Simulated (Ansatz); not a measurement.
# Ta (Fm-3m): comparison of functionals at one structure from a Python script

Wanted for Ta (Fm-3m): a comparison of functionals at one structure.

This is Ta in the fcc structure; at room conditions it is bcc.

Computed with the Python package of Ansatz 0.2.0. The levels of theory stand in the script.

### 1 Starting point

The structure is cubic, space group Fm-3m (No. 225). Conventional cell: a = 4.220 Å, b = 4.220 Å, c = 4.220 Å, α = 90.00°, β = 90.00°, γ = 90.00°. Ta (site symmetry m-3m) is surrounded by 12 Ta at 2.98 Å.

No structure file is read: the coordinates are typed or built in the script.

### 2 The code

File ta_xc.py:

```python
'''One structure of Ta under several functionals.'''

import warnings

import ansatz as az
import numpy as np
import pandas as pd


def main() -> None:
    warnings.simplefilter('ignore', az.DeckWarning)

    vectors = np.array([
        [0.0, 2.11, 2.11],
        [2.11, 0.0, 2.11],
        [2.11, 2.11, 0.0],
    ])
    system = az.Lattice.of(vectors).atom('Ta', (0.0, 0.0, 0.0))

    calc = system.calculation().basis(600).kpoints(mesh=(11, 11, 11)).occupations('cold').stress()

    rows = []
    for value in ['revpbe', 'pbe', 'blyp']:
        rep = calc.functional(value).run().report
        rows.append((value, rep['free_energy_ev'] / len(rep['lattice']['sites']), rep['n_iterations'], sum(rep['stress_gpa'][i][i] for i in range(3)) / 3, rep['n_kpoints']))

    table = pd.DataFrame(rows, columns=['functional', 'F/atom (eV)', 'iterations', 'P (GPa)', 'k-points'])
    print(table.round(5).to_string(index=False))


if __name__ == '__main__':
    main()
```

### 3 The calls as engine input

The package turns the script's settings into the engine's input (first run):

```yaml
crystal:
  lattice:
    - [0.0, 2.11, 2.11]
    - [2.11, 0.0, 2.11]
    - [2.11, 2.11, 0.0]
  atoms:
    - { symbol: Ta, position: [0.0, 0.0, 0.0] }
basis:
  ecutwfc: 600.0
kpoints:
  mp_grid:
    grid: [11, 11, 11]
hamiltonian:
  xc: revpbe
scf:
  occupations:
    method: cold
output:
  stress: true
```

### 4 Launch

Started as:

```sh
$ python ta_xc.py
```

The program printed:

```text
functional  F/atom (eV)  iterations  P (GPa)  k-points
    revpbe  -9940.94727           5  3.15806        56
       pbe  -9932.00464           5  0.75909        56
      blyp  -9955.85612           5  6.26137        56
```

Run time: 3.8 s. Hardware: 1 thread of Arm Neoverse V1, shared host; peak memory 0.39 GiB.

### 5 What changed from run to run

The engine's inputs for the other runs:

Run 2, against run 1:

```diff
@@ -14 +14 @@
-  xc: revpbe
+  xc: pbe
```

Run 3, against run 1:

```diff
@@ -14 +14 @@
-  xc: revpbe
+  xc: blyp
```

### 6 The runs side by side

One row for each of the 3 runs:

```csv
run,functional,energy (eV/atom),pressure (GPa),SCF cycles,CPU time (s)
1,revpbe,-9940.9473,3.16,5,0.9
2,pbe,-9932.0046,0.76,5,0.87
3,blyp,-9955.8561,6.26,5,0.91
```

Energies are free energies F = E - TS of the smeared occupations. Totals hang on method, basis and potentials, so only like runs compare.

### 7 What came out

| quantity | value |
| --- | --- |
| runs compared | 3 |
| pressure at this cell | 0.8 (pbe) to 6.3 GPa (blyp) |

In words: From lowest to highest: PBE (0.8 GPa), revPBE (3.2 GPa) and BLYP (6.3 GPa). At a fixed cell a lower pressure usually means a smaller equilibrium volume, so PBE prefers the smallest cell and BLYP the largest. The mesh is modest for a metal, so energies can be off by several to tens of meV an atom and pressures by half a GPa or more; differences at equal mesh fare better. Pressure is positive in compression. Spin-orbit coupling, which matters for elements this heavy, is left out. This isn't the structure that Ta takes at ambient conditions. Total energies of different functionals can't be compared; pressures, moments and gaps at this one structure can.
